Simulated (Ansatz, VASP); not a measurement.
**One calculation of P, two programs**

```
CELL_PARAMETERS angstrom
2.46018 0.00000 0.00000
0.00000 2.46018 0.00000
0.00000 0.00000 2.46018
ATOMIC_POSITIONS crystal
P 0.00000 0.00000 0.00000
```

Alike in both runs: task single point; functional BLYP; k mesh 14 × 14 × 14; occupations fermi-dirac, width 0.1 eV; no spin polarisation.

```csv
,VASP,Ansatz
version,VASP 6.6.1,Ansatz 0.2.0
potentials or method,"VASP PAW PBE potentials, release 64 (P)","plane waves (420 eV) with PAW, scalar-relativistic"
plane-wave cutoff (eV),520,420
valence electrons in the cell,5,5
```

VASP gave:

- pressure (GPa): 8.3

Which values does Ansatz return?

Pressure (GPa): 8.1.

Caveats: the PAW data sets were made with another functional, which shifts forces and pressure a little (VASP).
